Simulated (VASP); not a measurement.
# ZnS (Wurtzite-2H) (P6_3mc) in VASP: a series of runs, part 2 of 2

VASP 6.6.1.

### 3 Single point, PBE, spin-orbit coupling, no magnetisation

The input, INCAR:

```
ALGO     = Normal         # electronic algorithm
EDIFF    = 1E-5           # SCF threshold, eV
ENCUT    = 350            # plane-wave cutoff, eV
GGA      = PE             # functional
GGA_COMPAT= F            
ISIF     = 2              # what is computed and relaxed
ISMEAR   = 0              # smearing method
LASPH    = T              # aspherical terms in the spheres
LCHARG   = F              # write CHGCAR
LORBIT   = 11             # projections on sites
LREAL    = F              # projectors in reciprocal space
LSORBIT  = T              # spin-orbit coupling
LWAVE    = F              # write WAVECAR
MAGMOM   = 0 0 0 0 0 0 0 0 0 0 0 0 # initial moments
NBANDS   = 52             # bands
NELM     = 100            # most SCF steps
PREC     = Accurate       # precision mode
SIGMA    = 0.02           # smearing width, eV
```

The input, KPOINTS:

```
k-points
0
Gamma
  6 6 3
```

The input, POSCAR:

```
ZnS
1.0
    3.8110000000      0.0000000000      0.0000000000
   -1.9055000000      3.3004228138      0.0000000000
    0.0000000000      0.0000000000      6.2340000000
Zn S
2 2
Direct
    0.6666666667      0.3333333333      0.5000000000
    0.3333333333      0.6666666667      0.0000000000
    0.6666666667      0.3333333333      0.8850000000
    0.3333333333      0.6666666667      0.3850000000
```

Potentials or basis: VASP PAW PBE potentials, release 64 (Zn, S).

Started as:

```console
cat potpaw_PBE.64/Zn/POTCAR potpaw_PBE.64/S/POTCAR > POTCAR
mpirun -np 1 vasp_ncl > vasp.out
```

OUTCAR:

```text
EDIFF = 1E-5
   ENCUT = 350
   GGA = PE
   ISIF = 2
   ISMEAR = 0
   LASPH = T
   LORBIT = 11
   LREAL = F
   LSORBIT = T
   NELM = 100
   PREC = Accurate

 Found     21 irreducible k-points:

 Following reciprocal coordinates:
            Coordinates               Weight
  0.000000  0.000000  0.000000      1.000000
  0.166667 -0.000000  0.000000      6.000000
  0.333333  0.000000  0.000000      6.000000
  0.500000  0.000000  0.000000      3.000000
  0.166667  0.166667  0.000000      6.000000
  0.333333  0.166667  0.000000     12.000000
   k-points           NKPTS =     21   k-points in BZ     NKDIM =     21   number of bands    NBANDS=     52
   number of dos      NEDOS =    301   number of ions     NIONS =      4
   total plane-waves  NPLWV =  23040
   dimension x,y,z NGX =    24 NGY =   24 NGZ =   40
   dimension x,y,z NGXF=    48 NGYF=   48 NGZF=   80
   ions per type =               2   2
   NGX,Y,Z   is equivalent  to a cutoff of  10.47, 10.47, 10.67 a.u.
   NGXF,Y,Z  is equivalent  to a cutoff of  20.94, 20.94, 21.33 a.u.
 SYSTEM =  unknown system
   PREC   = accura    normal or accurate (medium, high low for compatibility)
   ISTART =      0    job   : 0-new  1-cont  2-samecut
   ICHARG =      2    charge: 1-file 2-atom 10-const
   ISPIN  =      1    spin polarized calculation?
   LNONCOLLINEAR =      T non collinear calculations
   LSORBIT =      T    spin-orbit coupling
   LASPH  =      T    aspherical Exc in radial PAW
   ENCUT  =  350.0 eV  25.72 Ry    5.07 a.u.   5.81  5.81  9.51*2*pi/ulx,y,z
   NELM   =    100;   NELMIN=  2; NELMDL= -5     # of ELM steps
   EDIFF  = 0.1E-04   stopping-criterion for ELM
   LREAL  =      F    real-space projection
   EDIFFG = 0.1E-03   stopping-criterion for IOM
   NSW    =      0    number of steps for IOM
   IBRION =     -1    ionic relax: 0-MD 1-quasi-New 2-CG
   NFREE  =      0    steps in history (QN), initial steepest desc. (CG)
   ISIF   =      2    stress and relaxation
   ISYM   =      2    0-nonsym 1-usesym 2-fastsym
   POTIM  = 0.5000    time-step for ionic-motion
   TEBEG  =    0.0;   TEEND  =   0.0 temperature during run
   PSTRESS=    0.0 pullay stress
   NELECT =      36.0000    total number of electrons
   NUPDOWN=      -1.0000    fix difference up-down
   EMIN   =  10.00;   EMAX   =-10.00  energy-range for DOS
   EFERMI =   0.00;   METHOD = LEGACY
   ISMEAR =     0;   SIGMA  =   0.02  broadening in eV -4-tet -1-fermi 0-gaus
   EFERMI_NEDOS =   21; number of points for ismear=-14 and -15
   IALGO  =     38    algorithm
   IMIX   =      4    mixing-type and parameters
     AMIX     =   0.40;   BMIX     =  1.00
     AMIX_MAG =   1.60;   BMIX_MAG =  1.00
  volume/ion in A,a.u.               =      19.60       132.29
  Fermi-wavevector in a.u.,A,eV,Ry     =   1.262943  2.386617 21.701647  1.595026
  Thomas-Fermi vector in A             =   2.396326
   LORBIT       =     11    0 simple, 1 ext, 2 COOP (PROOUT), +10 PAW based schemes
   GGA     = PE    functional components
   LHFCALC =     F    Hartree Fock is set to
   AEXX    =    0.0000 exact exchange contribution
   IVDW    =     0    specifies the selected vdW correction
   LEPSILON=     F    determine dielectric tensor
   LRPA    =     F    only Hartree local field effects (RPA)
 Gauss-broadening in eV      SIGMA  =   0.02
  energy-cutoff  :      350.00
  volume of cell :       78.41
 maximum number of plane-waves:      2352
   NGX = 11   NGY = 11   NGZ = 19

 number of electron      36.0000000 magnetization       0.0000000      0.0000000      0.0000000

 number of electron      35.9999988 magnetization      -0.0000000      0.0000000     -0.0000000

 number of electron      35.9999988 magnetization      -0.0000000     -0.0000000     -0.0000000

[... 20 lines left out ...]
      1     -11.0299      1.00000
      2     -11.0299      1.00000
      3     -10.1064      1.00000
      4     -10.1064      1.00000
      5      -4.3142      1.00000
      6      -4.3142      1.00000
[... 295 lines left out ...]
     47      10.6662      0.00000
     48      10.6701      0.00000

 [... further k-points ...]

 [bands above 48 left out]

------------------------ aborting loop because EDIFF is reached ----------------------------------------

  FORCE on cell =-STRESS in cart. coord.  units (eV):
  Direction    XX          YY          ZZ          XY          YZ          ZX
  --------------------------------------------------------------------------------------
  -------------------------------------------------------------------------------------
  Total        1.4570109      1.4570109      0.4484156      0.0000000     -0.0000000      0.0000000
  in kB       29.7713178     29.7713178      9.1625416      0.0000000     -0.0000000      0.0000000
  external PRESSURE =      22.9017257 kB  Pullay stress =       0.0000000 kB

 VOLUME and BASIS-vectors are now :
 -----------------------------------------------------------------------------
  energy-cutoff  :      350.00
  volume of cell :       78.41
      direct lattice vectors                 reciprocal lattice vectors
     3.811000000  0.000000000  0.000000000     0.262398321  0.151495741  0.000000000
    -1.905500000  3.300422814  0.000000000     0.000000000  0.302991482  0.000000000
     0.000000000  0.000000000  6.234000000     0.000000000  0.000000000  0.160410651

 POSITION                                       TOTAL-FORCE (eV/Angst)
 -----------------------------------------------------------------------------------
      1.90550      1.10014      3.11700        -0.000000      0.000000      0.322271
     -0.00000      2.20028      0.00000        -0.000000      0.000000      0.322271
      1.90550      1.10014      5.51709         0.000000     -0.000000     -0.322271
     -0.00000      2.20028      2.40009        -0.000000      0.000000     -0.322271
 -----------------------------------------------------------------------------------
    total drift:                               -0.000000     -0.000000     -0.000713

  FREE ENERGIE OF THE ION-ELECTRON SYSTEM (eV)
  ---------------------------------------------------
  free  energy   TOTEN  =       -13.6557661667 eV

  energy  without entropy=      -13.6557661667  energy(sigma->0) =      -13.65576617

 Spin-Orbit-Coupling matrix elements

 Ion:    1  E_soc:     -0.0083531
 l=   1
     0.0000000    -0.0004031    -0.0004291
    -0.0004031     0.0000000    -0.0004031
    -0.0004291    -0.0004031     0.0000000
 l=   2
     0.0000000    -0.0001957     0.0000000    -0.0001957    -0.0007951
    -0.0001957     0.0000000    -0.0005853    -0.0001926    -0.0001957
     0.0000000    -0.0005853     0.0000000    -0.0005853     0.0000000
    -0.0001957    -0.0001926    -0.0005853     0.0000000    -0.0001957
    -0.0007951    -0.0001957     0.0000000    -0.0001957     0.0000000
 l=   3
     0.0000000     0.0000000     0.0000000     0.0000000     0.0000000     0.0000000     0.0000000
     0.0000000     0.0000000     0.0000000     0.0000000     0.0000000     0.0000000     0.0000000
     0.0000000     0.0000000     0.0000000     0.0000000     0.0000000     0.0000000     0.0000000
     0.0000000     0.0000000     0.0000000     0.0000000     0.0000000     0.0000000     0.0000000
[... 49 lines left out ...]
 l=   2
     0.0000000     0.0000000     0.0000000     0.0000000     0.0000000
     0.0000000     0.0000000     0.0000000     0.0000000     0.0000000
     0.0000000     0.0000000     0.0000000     0.0000000     0.0000000
     0.0000000     0.0000000     0.0000000     0.0000000     0.0000000
     0.0000000     0.0000000     0.0000000     0.0000000     0.0000000
 l=   3
     0.0000000     0.0000000     0.0000000     0.0000000     0.0000000     0.0000000     0.0000000
     0.0000000     0.0000000     0.0000000     0.0000000     0.0000000     0.0000000     0.0000000
     0.0000000     0.0000000     0.0000000     0.0000000     0.0000000     0.0000000     0.0000000
     0.0000000     0.0000000     0.0000000     0.0000000     0.0000000     0.0000000     0.0000000
     0.0000000     0.0000000     0.0000000     0.0000000     0.0000000     0.0000000     0.0000000
     0.0000000     0.0000000     0.0000000     0.0000000     0.0000000     0.0000000     0.0000000
     0.0000000     0.0000000     0.0000000     0.0000000     0.0000000     0.0000000     0.0000000

 total charge

# of ion       s       p       d       tot
------------------------------------------
    1        0.521   0.482   9.797  10.800
    2        0.521   0.482   9.797  10.800
    3        1.314   2.442   0.000   3.756
    4        1.314   2.442   0.000   3.756
--------------------------------------------------
tot          3.670   5.848  19.594  29.112

 magnetization (x)

# of ion       s       p       d       tot
------------------------------------------
    1        0.000  -0.000   0.000   0.000
    2        0.000  -0.000  -0.000  -0.000
    3       -0.000   0.000   0.000   0.000
    4        0.000   0.000   0.000   0.000
--------------------------------------------------
tot          0.000  -0.000   0.000   0.000

 magnetization (y)

# of ion       s       p       d       tot
------------------------------------------
    1        0.000   0.000  -0.000  -0.000
    2        0.000  -0.000   0.000  -0.000
    3        0.000   0.000   0.000   0.000
    4        0.000  -0.000   0.000  -0.000
--------------------------------------------------
tot          0.000  -0.000  -0.000  -0.000

 magnetization (z)

# of ion       s       p       d       tot
------------------------------------------
    1        0.000  -0.000  -0.000  -0.000
    2       -0.000  -0.000   0.000  -0.000
    3        0.000   0.000   0.000   0.000
    4        0.000   0.000   0.000   0.000
--------------------------------------------------
tot          0.000   0.000   0.000   0.000
```

It took 81 s on 1 thread of Intel Xeon Platinum 8259CL at 2.50GHz (Skylake/Cascade Lake), shared host; peak memory 0.27 GiB.

These settings aren't checked as converged: the numbers below hold their error.

What came out:

- Free energy: -13.6558 eV
- Pressure: 2.3 GPa
- Largest force: 0.322 eV/Å
- Valence electrons inside the program's atomic spheres: Zn 10.80; S 3.76

### 4 Single point, PBE, spin-orbit coupling, no magnetisation

Edit INCAR of step 3 so:

```diff
@@ -1,3 +1,3 @@
 ALGO     = Normal         # electronic algorithm
-EDIFF    = 1E-5           # SCF threshold, eV
+EDIFF    = 1E-7           # SCF threshold, eV
 ENCUT    = 350            # plane-wave cutoff, eV
@@ -10,3 +10,3 @@
 LORBIT   = 11             # projections on sites
-LREAL    = F              # projectors in reciprocal space
+LREAL    = Auto         
 LSORBIT  = T              # spin-orbit coupling
```

KPOINTS is that of step 3.

POSCAR is that of step 3.

Started as:

```console
cat potpaw_PBE.64/Zn/POTCAR potpaw_PBE.64/S/POTCAR > POTCAR
mpirun -np 1 vasp_ncl > vasp.out
```

Run time: 2.6 min. Hardware: 1 thread of Intel Xeon Platinum 8259CL at 2.50GHz (Skylake/Cascade Lake), shared host; peak memory 0.28 GiB.

The run converged, but some of its settings lie outside the range that counts as converged, so its numbers aren't taken as properties of the crystal.

Results:

| Item | Value |
| --- | --- |
| Free energy | -13.6572 eV |
| Pressure | 2.3 GPa |
| Largest force | 0.323 eV/Å |
| Valence electrons inside the program's atomic spheres | Zn 10.80; S 3.76 |
